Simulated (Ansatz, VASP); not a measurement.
**One calculation of ZrC, two programs**

```
Zr C
1.0
     0.00000    2.35431    2.35431
     2.35431    0.00000    2.35431
     2.35431    2.35431    0.00000
Zr C
1 1
Direct
  0.00000 0.00000 0.00000
  0.50000 0.50000 0.50000
```

Alike in both runs: task electric field gradients; functional r2SCAN; k mesh 14 × 14 × 14; occupations fermi-dirac, width 0.05 eV; no spin polarisation.

|  | VASP | Ansatz |
| --- | --- | --- |
| version | VASP 6.6.1 | Ansatz 0.2.0 |
| potentials or method | VASP PAW PBE potentials, release 64 (Zr_sv, C) | PAW with Ansatz's default frozen-core files, scalar-relativistic |
| plane-wave cutoff (eV) | 520 | 500 |
| valence electrons in the cell | 16 | 16 |

Ansatz gave:

```
pressure (GPa)                                                 : 0.4
Vzz of the field gradient on the site that differs most (V/Å²) : 0.0
```

What did VASP give for the same quantities?

Pressure (GPa): 0.6; Vzz of the field gradient on the site that differs most (V/Å²): 0.0.

With one functional, cell and mesh, what is left measures potentials, basis and numerics. Ansatz warned: «gradients_without_spin_orbit».

Caveats: the PAW data sets were made with another functional, which shifts forces and pressure a little (VASP).
